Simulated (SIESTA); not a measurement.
**BaZrO3 in SIESTA: the effect of functional**

The system is BaZrO3.

```
Ba Zr O
1.0
     4.19134    0.00000    0.00000
     0.00000    4.19134    0.00000
     0.00000    0.00000    4.19134
Ba Zr O
1 1 3
Direct
  0.00000 0.00000 0.00000
  0.50000 0.50000 0.50000
  0.50000 0.50000 0.00000
  0.50000 0.00000 0.50000
  0.00000 0.50000 0.50000
```

Alike in all runs:

```yaml
Program: SIESTA 5.4.2
Task: band structure
Basis: DZP (energy shift 0.003 Ry; two zetas on semicore shells; d shell added on Ba)
Grid_cutoff: 800 Ry
Energy_shift: 0.003 Ry
k_mesh: 6 × 6 × 6
Occupations: fermi-dirac, width 0.05 eV
Spin: no spin polarisation
```

| functional | potentials or basis | gap on the mesh (eV) | pressure (GPa) |
| --- | --- | --- | --- |
| PBE | PseudoDojo 0.4 standard (PBE files) | ? | ? |
| LDA | PseudoDojo 0.4 standard (LDA files) | 2.92 | -2.2 |
| PBEsol | PseudoDojo 0.4 standard (PBEsol files) | 2.94 | 1.7 |

Question: What does the run with functional PBE give?

Answer: gap on the mesh 3.01 eV; pressure 7.1 GPa.

Caveats: this set's barium file shifts pressures by up to 1 GPa against other sets; spin-orbit coupling is left out, which moves the levels of the heavy elements; the basis of atomic orbitals isn't converged, which shifts pressures, moduli and gaps.

